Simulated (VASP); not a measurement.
Runs of VASP 6.6.1 on CoO. The structure is hexagonal, space group P6_3mc (No. 186). Conventional cell: a = 3.198 Å, b = 3.198 Å, c = 5.229 Å, α = 90.00°, β = 90.00°, γ = 120.00°. Co (site symmetry 3m) is surrounded by 4 O at 1.93 to 1.97 Å. Around O (site symmetry 3m) lie 4 Co at 1.93 to 1.97 Å. Measurements of this composition are mostly on another form, of space group No. 225.

```csv
task,level,potentials or basis,spin,U,cutoff (eV),smearing,further INCAR settings,gap on the mesh (eV),pressure (GPa),moment (μB),largest force (eV/Å)
single point,PBE,"VASP PAW PBE potentials, release 64 (Co, O)","collinear, ferromagnetic start",-,500,gaussian 0.1 eV,ALGO = Fast; EDIFF = 1e-07,none,1.5,5.87,0.31
band structure,PBE+dDsC+U,"VASP PAW PBE potentials, release 64 (Co, O)","collinear, ferrimagnetic start",Co d U = 5 eV,520,gaussian 0.01 eV,ALGO = Fast; EDIFF = 1e-06; NBANDS = 27,1.57,(a),0.00,0.29
single point,PBE,"VASP PAW PBE potentials, release 64 (Co, O)","collinear, ferromagnetic start",-,500,gaussian 0.1 eV,ALGO = Fast; EDIFF = 1.00e-07,none,1.5,5.87,0.31
electric field gradients,LDA,"VASP PAW LDA potentials, release 54 (Co, O)","collinear, zero start",-,500,gaussian 0.1 eV,ALGO = Normal; EDIFF = 1e-08,none,(b),0.00,0.09
```

Alike in all rows: cell as given; k mesh 10 × 10 × 5.

Fill in the values left out.

(a) 5.1; (b) -27.7.

Caveats: semilocal functionals often make such compounds metallic where correlation or magnetic order opens a gap, which also shifts bond lengths (some runs); so large a pressure means that the cell lies far from this level's equilibrium, or that cutoff or potentials fall short (some runs).

A gap of «none» marks a metal or a gap under the smearing width.
